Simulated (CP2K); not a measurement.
Runs of CP2K 2026.2 on TiAl. It takes space group P-6m2 (No. 187, hexagonal). Conventional cell: a = 2.867 Å, b = 2.867 Å, c = 4.678 Å, α = 90.00°, β = 90.00°, γ = 120.00°. Around Ti (site symmetry -6m2) lie 6 Al at 2.87 Å and 6 Ti at 2.87 Å. Around Al (site symmetry -6m2) lie 6 Ti at 2.87 Å and 6 Al at 2.87 Å. The cell comes from a database or a generator and needn't be the stable form of this composition.

| task | level | potentials or basis | cell | k mesh | smearing | EPS_DEFAULT | NGRIDS | EXTRAPOLATION | optimiser | most steps | gap on the mesh (eV) | pressure (GPa) | largest force (eV/Å) |
| --- | --- | --- | --- | --- | --- | --- | --- | --- | --- | --- | --- | --- | --- |
| relaxation of cell and atoms | LDA | GTH_POTENTIALS Ti GTH-PADE-q12, Al GTH-PADE-q3; TZVP-MOLOPT-PBE-GTH basis | relaxed | 8 × 8 × 5 | fermi-dirac 0.0259 eV | 1.0E-9 | 5 | USE_PREV_P | BFGS | 40 | none | 0.0 | 0.05 |
| relaxation of cell and atoms | LDA | GTH_POTENTIALS Ti GTH-PADE-q12, Al GTH-PADE-q3; TZVP-MOLOPT-PBE-GTH basis | relaxed | 8 × 8 × 5 | fermi-dirac 0.01 eV | 1.0E-9 | 4 | USE_PREV_P | BFGS | 40 | none | 0.0 | 0.05 |
| band structure | r2SCAN | POTENTIAL_UZH Ti GTH-SCAN-q12, Al GTH-SCAN-q3; TZVP-MOLOPT-SCAN-GTH basis | as given | 11 × 11 × 6 | fermi-dirac 0.1 eV | 1.0E-9 | 4 | - | - | - | none | -1.0 | - |
| band structure | LDA | GTH_POTENTIALS Ti GTH-PADE-q12, Al GTH-PADE-q3; TZVP-MOLOPT-PBE-GTH basis | as given | 11 × 11 × 6 | fermi-dirac 0.01 eV | 1.0E-10 | 5 | - | - | - | none | (a) | - |

Alike in all rows: no spin polarisation.

Estimate the missing entries.

(a) -6.4.

Caveats: the basis of atomic orbitals isn't converged, which shifts pressures, moduli and gaps; more than 0.5 GPa of stress was left at the end, so the final cell isn't listed (some runs).

A k mesh can miss the band edges.

A gap of «none» marks a metal or a gap under the smearing width.

Not every run made on this cell is shown here.
